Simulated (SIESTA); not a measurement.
Write an ASE script for SIESTA 5.4.2 that does the following.

| Property | Result |
| --- | --- |
| Task | relaxation of cell and atoms |
| Functional | SVWN5 |
| Potentials or basis | PseudoDojo 0.4 standard (LDA files) |
| Basis | DZP (energy shift 0.002 Ry) |
| Grid cutoff | 800 Ry |
| Energy shift | 0.002 Ry |
| k mesh | 7 × 7 × 7 |
| Occupations | fermi-dirac, width 0.05 eV |
| Spin | no spin polarisation |
| force tolerance | 0.04 eV/Å |

Crystal: HgTe (Coloradoite).

```xyz
2
Lattice="0.0000 3.2145 3.2145 3.2145 0.0000 3.2145 3.2145 3.2145 0.0000" Properties=species:S:1:pos:R:3 pbc="T T T"
Hg    0.0000    0.0000    0.0000
Te    4.8217    4.8217    4.8217
```

One way to write it, as run:

run.py

```python
from ase import Atoms
from ase.calculators.siesta import Siesta
from ase.units import Ry, GPa
from ase.optimize import LBFGS
from ase.filters import FrechetCellFilter

atoms = Atoms(
    ['Hg', 'Te'],
    cell=[
        [0.0, 3.2145, 3.2145],
        [3.2145, 0.0, 3.2145],
        [3.2145, 3.2145, 0.0],
    ],
    scaled_positions=[
        [0.0, 0.0, 0.0],
        [0.75, 0.75, 0.75],
    ],
    pbc=True,
)

fdf = {
    'SCFMustConverge': False,
    'XC.Mix': ['2', 'LDA LIBXC-00-LDA_X 1.0 0.0', 'LDA LIBXC-00-LDA_C_VWN 0.0 1.0'],
    'OccupationFunction': 'FD',
    'ElectronicTemperature': '0.05 eV',
    'MaxSCFIterations': '120',
    'SCF.Mixer.Method': 'Pulay',
    'SCF.Mixer.Weight': '0.25',
    'SCF.Mixer.History': '8',
    'SCF.DM.Tolerance': '5.0e-05',
    'SCF.H.Tolerance': '1.0e-03 eV',
    'WriteForces': 'true',
    'Charge.Mulliken': 'end',
    'Charge.Hirshfeld': 'end',
    'Charge.Voronoi': 'end',
    'SaveRho': 'true',
    'SaveElectrostaticPotential': 'true',
}
calc = Siesta(
    label="HgTe",
    command="siesta < PREFIX.fdf > PREFIX.out",
    pseudo_path="pseudos",
    pseudo_qualifier="",
    xc=('GGA', 'PBE'),
    basis_set="DZP",
    mesh_cutoff=800 * Ry,
    energy_shift=0.002 * Ry,
    kpts=[7, 7, 7],
    spin="non-polarized",
    fdf_arguments=fdf,
)
atoms.calc = calc

opt = LBFGS(FrechetCellFilter(atoms), trajectory="relax.traj")
converged = opt.run(fmax=0.04, steps=40)
print("converged:", converged)
print("cell (A):", atoms.cell.cellpar().round(5))
print("scaled positions:")
print(atoms.get_scaled_positions().round(6))
print(f"energy = {atoms.get_potential_energy():.6f} eV")
free = atoms.get_potential_energy(force_consistent=True)
print(f"free energy = {free:.6f} eV")
print("forces (eV/A):")
print(atoms.get_forces(apply_constraint=False).round(6))
print("stress (GPa, Voigt order, tension positive):", (atoms.get_stress() / GPa).round(4))
```

Potentials or basis: PseudoDojo 0.4 standard (LDA files), DZP (energy shift 0.002 Ry).

Run with:

```sh
$ python run.py
```

It gave:

```
Relaxed volume                         : 34.11 Å³/atom
Relaxed cell                           : a = 4.586 Å, b = 4.586 Å, c = 4.586 Å, α = 60.00°, β = 60.00°, γ = 60.00°
Space group after relaxing (to 0.05 Å) : F-43m (No. 216)
Energy gained by relaxing              : 3.9 meV/atom
Ionic steps                            : 3
Pressure after relaxing                : 0.0 GPa
Band gap on the k mesh                 : none (metal or under the smearing width)
Hirshfeld charges                      : Hg +0.64; Te -0.64 e
Voronoi charges                        : Hg +0.47; Te -0.47 e
```

Caveat: semicore shells carry a single zeta, which can move pressures by several GPa and volumes by a few percent; the valence orbitals were made in a potential fitted to the semicore shell under them, which widens gaps by tenths of an eV or more; the basis of atomic orbitals isn't converged, which shifts pressures, moduli and gaps.

Run time: 64 s on 1 thread of Arm Neoverse V1, on a shared host, peak memory 0.25 GiB.
